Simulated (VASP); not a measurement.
Write the native input for VASP 6.6.1 that does the following.

| Quantity | Value |
| --- | --- |
| Task | band structure |
| Functional | BLYP |
| Potentials or basis | VASP PAW PBE potentials, release 64 (Sr_sv, O) |
| Cutoff | 520 eV |
| k mesh | 9 × 9 × 9 |
| Occupations | fermi-dirac, width 0.05 eV |
| Spin | no spin polarisation |
| Further INCAR settings | ALGO = Normal; EDIFF = 1e-06 |

The structure of SrO lies in POSCAR:

```
SrO
1.0
    0.0000000000      2.5663000000      2.5663000000
    2.5663000000      0.0000000000      2.5663000000
    2.5663000000      2.5663000000      0.0000000000
Sr O
1 1
Direct
    0.5000000000      0.5000000000      0.5000000000
    0.0000000000      0.0000000000      0.0000000000
```

The input as run:

INCAR

```
PREC = Accurate ; ENCUT = 520
EDIFF = 1E-6 ; ISMEAR = -1
SIGMA = 0.05 ; LREAL = F
LASPH = T ; NELM = 60
ALGO = Normal ; ISIF = 2
LWAVE = F ; LCHARG = F
GGA = B5 ; ALDAX = 1.0
AGGAX = 1.0 ; AGGAC = 1.0
ALDAC = 0.0
```

KPOINTS

```
Automatic mesh
0
Gamma
  9 9 9
```

KPOINTS_OPT

```
path GXWKGLUWLK,UX
20
line-mode
reciprocal
 0.0000000000  0.0000000000  0.0000000000  G
 0.5000000000  0.0000000000  0.5000000000  X

 0.5000000000  0.0000000000  0.5000000000  X
 0.5000000000  0.2500000000  0.7500000000  W

 0.5000000000  0.2500000000  0.7500000000  W
 0.3750000000  0.3750000000  0.7500000000  K

 0.3750000000  0.3750000000  0.7500000000  K
 0.0000000000  0.0000000000  0.0000000000  G

 0.0000000000  0.0000000000  0.0000000000  G
 0.5000000000  0.5000000000  0.5000000000  L

 0.5000000000  0.5000000000  0.5000000000  L
 0.6250000000  0.2500000000  0.6250000000  U

 0.6250000000  0.2500000000  0.6250000000  U
 0.5000000000  0.2500000000  0.7500000000  W

 0.5000000000  0.2500000000  0.7500000000  W
 0.5000000000  0.5000000000  0.5000000000  L

 0.5000000000  0.5000000000  0.5000000000  L
 0.3750000000  0.3750000000  0.7500000000  K

 0.6250000000  0.2500000000  0.6250000000  U
 0.5000000000  0.0000000000  0.5000000000  X
```

Potentials or basis: VASP PAW PBE potentials, release 64 (Sr_sv, O).

Run with:

```bash
$ cat potpaw_PBE.64/Sr_sv/POTCAR potpaw_PBE.64/O/POTCAR > POTCAR
$ mpirun -np 1 vasp_std > vasp.out
```

It gave:

| Item | Value |
| --- | --- |
| Pressure | 6.9 GPa |
| Band gap on the k mesh | 3.45 eV, indirect (least direct gap 3.54 eV) |
| Band gap along the path | 3.39 eV, indirect (least direct gap 3.47 eV) |

Caveat: the PAW data sets were made with another functional, which shifts forces and pressure a little.

It took 74 s on 1 thread of Intel(R) Xeon(R) Platinum 8259CL CPU @ 2.50GHz (Skylake/Cascade Lake), on a shared host, peak memory 0.17 GiB.
